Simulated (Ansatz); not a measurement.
**ZnTe: response to strain**

The parent structure is ZnTe in the zinc blende structure (space group F-43m, No. 216; a = 6.1792 Å). Axes: x, y, z lie along the cube axes.

Strains are applied to the cell and any free atomic positions relax; under biaxial strain the out-of-plane vector relaxes too.

Computed with PBE/PAW in Ansatz (an electronic-structure program), spin-orbit coupling left out, earlier PAW set.

For the base:

- Band gap = 1.07 eV

**Question.** The aim is a band gap between 0.77 eV and 0.82 eV. Which of these changes reaches it?
A) biaxial strain −2.08 %, plane normal [110], relaxed out of plane
B) isotropic strain +2.12 %
C) isotropic strain −2.62 %

**Answer.** B, isotropic strain +2.12 %. It gives 0.80 eV; isotropic strain −2.62 % gives 1.45 eV; biaxial strain −2.08 %, plane normal [110], relaxed out of plane gives 1.09 eV. Changes not listed may reach it too

Spin-orbit coupling, missing from the scalar runs, can matter with Te. Stability against distortions was not tested.
